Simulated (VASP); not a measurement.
# AlN (P6_3mc) in VASP: a series of runs, part 2 of 2

VASP 6.6.1.

## Step 3: Single point, PBE

This run uses another cell than the first one, of 10.45 Å³/atom, 0.986 times its volume.

File INCAR:

```
ALGO = Normal
EDIFF = 1E-6
ENCUT = 520
GGA = PE
ISIF = 2
ISMEAR = 0
LASPH = True
LCHARG = True
LELF = True
LREAL = False
LVHAR = True
LWAVE = False
NBANDS = 16
NELM = 100
PREC = Accurate
SIGMA = 0.01
```

File KPOINTS:

```
k-points
0
Gamma
  7 7 4
```

File POSCAR:

```
AlN
1.0
    3.1130000000      0.0000000000      0.0000000000
   -1.5565000000      2.6959370820      0.0000000000
    0.0000000000      0.0000000000      4.9810000000
Al N
2 2
Direct
    0.3333330000      0.6666670000      0.0000000000
    0.6666670000      0.3333330000      0.5000000000
    0.3333330000      0.6666670000      0.3800000000
    0.6666670000      0.3333330000      0.8800000000
```

Potentials or basis: VASP PAW PBE potentials, release 64 (Al, N).

Command:

```
$ cat potpaw_PBE.64/Al/POTCAR potpaw_PBE.64/N/POTCAR > POTCAR
$ mpirun -np 1 vasp_std > vasp.out
```

OUTCAR:

```text
EDIFF = 1E-6
   ENCUT = 520
   GGA = PE
   ISIF = 2
   ISMEAR = 0
   LASPH = True
   LREAL = False
   NELM = 100
   PREC = Accurate

 ion  position               nearest neighbor table
   1  0.333  0.667  0.000-   3 1.89   4 1.89   4 1.89   4 1.89   2 3.07   2 3.07   2 3.07   2 3.07
                             2 3.07   2 3.07
   2  0.667  0.333  0.500-   4 1.89   3 1.89   3 1.89   3 1.89   1 3.07   1 3.07   1 3.07   1 3.07
                             1 3.07   1 3.07
   3  0.333  0.667  0.380-   1 1.89   2 1.89   2 1.89   2 1.89
   4  0.667  0.333  0.880-   2 1.89   1 1.89   1 1.89   1 1.89

  LATTYP: Found a hexagonal cell.
 ALAT       =     3.1130000000
 C/A-ratio  =     1.6000642467

  Lattice vectors:

 A1 = (   3.1130000000,   0.0000000000,   0.0000000000)
 A2 = (  -1.5565000000,   2.6959370820,   0.0000000000)
 A3 = (   0.0000000000,   0.0000000000,   4.9810000000)

Analysis of symmetry for initial positions (statically):
=====================================================================
 Subroutine PRICEL returns:
 Original cell was already a primitive cell.

 Routine SETGRP: Setting up the symmetry group for a
 hexagonal supercell.

 Subroutine GETGRP returns: Found 12 space group operations
 (whereof  6 operations were pure point group operations)
 out of a pool of 24 trial point group operations.

The static configuration has the point symmetry C_3v.
 The point group associated with its full space group is C_6v.

Analysis of symmetry for dynamics (positions and initial velocities):
=====================================================================
 Subroutine PRICEL returns:
 Original cell was already a primitive cell.

 Routine SETGRP: Setting up the symmetry group for a
 hexagonal supercell.

[... 126 lines left out ...]
   IMIX   =      4    mixing-type and parameters
     AMIX     =   0.40;   BMIX     =  1.00
     AMIX_MAG =   1.60;   BMIX_MAG =  1.00
  volume/ion in A,a.u.               =      10.45        70.52
  Fermi-wavevector in a.u.,A,eV,Ry     =   1.188629  2.246183 19.222843  1.412839
  Thomas-Fermi vector in A             =   2.324754
   LORBIT       =      0    0 simple, 1 ext, 2 COOP (PROOUT), +10 PAW based schemes
   GGA     = PE    functional components
   LHFCALC =     F    Hartree Fock is set to
   AEXX    =    0.0000 exact exchange contribution
   IVDW    =     0    specifies the selected vdW correction
   LEPSILON=     F    determine dielectric tensor
   LRPA    =     F    only Hartree local field effects (RPA)
 non-spin polarized calculation
 Gauss-broadening in eV      SIGMA  =   0.01
  energy-cutoff  :      520.00
  volume of cell :       41.80
 maximum number of plane-waves:      1136
 NGX is ok and might be reduce to    24
   NGX = 11   NGY = 11   NGZ = 19

 number of electron      15.9999997 magnetization

 Free energy of the ion-electron system (eV)
  ---------------------------------------------------
  ext. energy  EPLUGINS =         0.00000000
  ---------------------------------------------------
  free energy    TOTEN  =       -29.77098209 eV

  energy without entropy =      -29.77098209  energy(sigma->0) =      -29.77098209

 E-fermi :   6.2179     XC(G=0): -10.9068

 val. band max:        6.1215497089   @ k =   0.0000   0.0000   0.0000
 cond. band min:      10.3451532473   @ k =   0.0000   0.0000   0.0000
 fundamental gap:      4.2236035385
 Fermi energy:         6.2178853603

 k-point     1 :       0.0000    0.0000    0.0000
  band No.  band energies     occupation
      1      -9.0372      2.00000
      2      -6.8889      2.00000
      3       0.1488      2.00000
      4       5.2900      2.00000
      5       5.2900      2.00000
      6       5.9420      2.00000
[... 433 lines left out ...]
      3       1.1843      2.00000
      4       1.1843      2.00000
      5       2.6770      2.00000
      6       2.6770      2.00000
[... 8 lines left out ...]
     15      19.6543      0.00000
     16      19.6543      0.00000

------------------------ aborting loop because EDIFF is reached ----------------------------------------

  FORCE on cell =-STRESS in cart. coord.  units (eV):
  Direction    XX          YY          ZZ          XY          YZ          ZX
  --------------------------------------------------------------------------------------
  -------------------------------------------------------------------------------------
  Total        0.7608411      0.7608411      1.1910433      0.0000000      0.0000000      0.0000000
  in kB       29.1607815     29.1607815     45.6491527      0.0000000      0.0000000      0.0000000
  external PRESSURE =      34.6569052 kB  Pullay stress =       0.0000000 kB

 VOLUME and BASIS-vectors are now :
 -----------------------------------------------------------------------------
  energy-cutoff  :      520.00
  volume of cell :       41.80
      direct lattice vectors                 reciprocal lattice vectors
     3.113000000  0.000000000  0.000000000     0.321233537  0.185464269  0.000000000
    -1.556500000  2.695937082  0.000000000     0.000000000  0.370928538  0.000000000
     0.000000000  0.000000000  4.981000000     0.000000000  0.000000000  0.200762899

 POSITION                                       TOTAL-FORCE (eV/Angst)
 -----------------------------------------------------------------------------------
     -0.00000      1.79729      0.00000         0.000000      0.000000     -0.129157
      1.55650      0.89864      2.49050         0.000000     -0.000000     -0.129157
     -0.00000      1.79729      1.89278         0.000000      0.000000      0.129157
      1.55650      0.89864      4.38328        -0.000000      0.000000      0.129157
 -----------------------------------------------------------------------------------
    total drift:                               -0.000862      0.000497      0.000441

  FREE ENERGIE OF THE ION-ELECTRON SYSTEM (eV)
  ---------------------------------------------------
  free  energy   TOTEN  =       -29.7709820853 eV

  energy  without entropy=      -29.7709820853  energy(sigma->0) =      -29.77098209
```

OSZICAR:

```text
N       E                     dE             d eps       ncg     rms          rms(c)
DAV:   1     0.430586865787E+02    0.43059E+02   -0.71960E+03   768   0.888E+02
DAV:   2    -0.309474841721E+02   -0.74006E+02   -0.68415E+02  1112   0.191E+02
DAV:   3    -0.344964050059E+02   -0.35489E+01   -0.35402E+01   968   0.425E+01
DAV:   4    -0.345178660238E+02   -0.21461E-01   -0.21460E-01   968   0.376E+00
DAV:   5    -0.345181537029E+02   -0.28768E-03   -0.28768E-03   960   0.438E-01    0.122E+01
DAV:   6    -0.297589782449E+02    0.47592E+01   -0.10659E+01   904   0.237E+01    0.416E+00
DAV:   7    -0.297827890292E+02   -0.23811E-01   -0.67706E-01   800   0.579E+00    0.295E+00
DAV:   8    -0.297754340931E+02    0.73549E-02   -0.60063E-02   848   0.226E+00    0.594E-01
DAV:   9    -0.297704382753E+02    0.49958E-02   -0.12059E-02  1008   0.813E-01    0.246E-01
DAV:  10    -0.297710597941E+02   -0.62152E-03   -0.22510E-03   808   0.299E-01    0.131E-01
DAV:  11    -0.297709791588E+02    0.80635E-04   -0.17433E-04   928   0.102E-01    0.326E-02
DAV:  12    -0.297709822462E+02   -0.30873E-05   -0.11329E-05   856   0.269E-02    0.704E-03
DAV:  13    -0.297709820853E+02    0.16082E-06   -0.43102E-06   864   0.161E-02
   1 F= -.29770982E+02 E0= -.29770982E+02  d E =-.142633E-44
```

stdout:

```text
POSCAR found type information on POSCAR AlN
 POSCAR found :  2 types and       4 ions
 scaLAPACK will be used
 LDA part: xc-table for (Slater+PW92), standard interpolation
 POSCAR, INCAR and KPOINTS ok, starting setup
 FFT: planning ... GRIDC
 FFT: planning ... GRID_SOFT
 FFT: planning ... GRID
 WAVECAR not read
 entering main loop
```

Wall time 8.8 s (1 thread of Intel Xeon Platinum 8488C (Sapphire Rapids), shared host); peak memory 0.15 GiB.

Results:

| Property | Result |
| --- | --- |
| Free energy | -29.7710 eV |
| Pressure | 3.5 GPa |
| Largest force | 0.129 eV/Å |
| Band gap on the k mesh | 4.22 eV, direct |

Forces on the atoms (eV/Å):
```
Al   0.000  0.000 -0.129
Al   0.000  0.000 -0.129
N    0.000  0.000  0.129
N    0.000  0.000  0.129
```

Stress tensor (GPa, compression positive):
```
2.92 0.00 0.00
0.00 2.92 0.00
0.00 0.00 4.56
```

## Step 4: Against experiment

Step 2. Measured gap of AlN: 6.0343 eV (an exciton energy, a little under the gap; 0 K; quoted in “Structural and optical properties of self-assembled AlN nanowires grown on SiO2/Si substrates by molecular beam epitaxy”, 2024, arxiv:2402.00216). This calculation gives 4.04 eV (-2.00 eV). 2 values of this kind are on record (6.034 to 6.0343 eV); this one was drawn at random. The value is that of PBE, without temperature or zero-point motion. Semilocal functionals fall short of measured gaps as a rule.

Step 3. A measured gap of AlN is 6.034 eV (an exciton energy, a little under the gap; 10 K; quoted in “Self-assembly of well-separated AlN nanowires directly on sputtered metallic TiN films”, 2019, arxiv:1910.07391); the calculated 4.22 eV misses it by -1.81 eV. 2 values of this kind are on record (6.034 to 6.0343 eV); this one was drawn at random. The value is that of PBE, without temperature or zero-point motion. Semilocal functionals fall short of measured gaps as a rule.
